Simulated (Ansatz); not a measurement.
## Ga under changes of volume

One of the cells (18.191 Å³/atom); the others are scaled copies at fixed shape and fractional positions:

```
Ga
1.0
     2.77842    0.00000    0.00000
     0.00000    3.28161    0.00000
    -1.34343    0.00000    3.99027
Ga
2
Direct
  0.13460 0.75000 0.77017
  0.86540 0.25000 0.22983
```

This isn't the form of Ga at room conditions, which is orthorhombic.

| Item | Value |
| --- | --- |
| Program | Ansatz 0.2.0 |
| Functional | PBEsol |
| Potentials or basis | all-electron LAPW, scalar-relativistic |
| Cutoff | 271 eV (chosen from the basis error) |
| Basis error allowed | 0.0005 eV/atom |
| k mesh | 10 × 8 × 7 |
| Occupations | fermi-dirac, width 0.05 eV |
| Spin | no spin polarisation |

```tsv
volume (Å³/atom)	energy over the lowest point (meV/atom)	pressure (GPa)	largest force (eV/Å)
17.100	9.15	3.5	0.096
17.463	2.92	2.0	0.088
17.827	0.00	0.6	0.080
18.191	?	?	?
18.555	2.74	-1.7	0.064
18.919	7.71	-2.7	0.056
19.283	14.83	-3.6	0.049
```

Question: What does the run at 18.191 Å³/atom give?

Answer: Energy over the lowest point 0.08 meV/atom; pressure -0.6 GPa; largest force 0.072 eV/Å.

Worked out: A Birch-Murnaghan fit of order 3 (a polynomial in V^(-2/3)) to the other rows has its minimum at 18.00 Å³/atom with B0 = V·E''(V) = 61 GPa and B' = 4.8 at fixed shape and positions, which overstates the stiffness. It gives 0.05 meV/atom at 18.191 Å³/atom, against the run's 0.08, and -dE/dV = -0.6 GPa, against -0.6.

Energies are extrapolated to zero smearing.
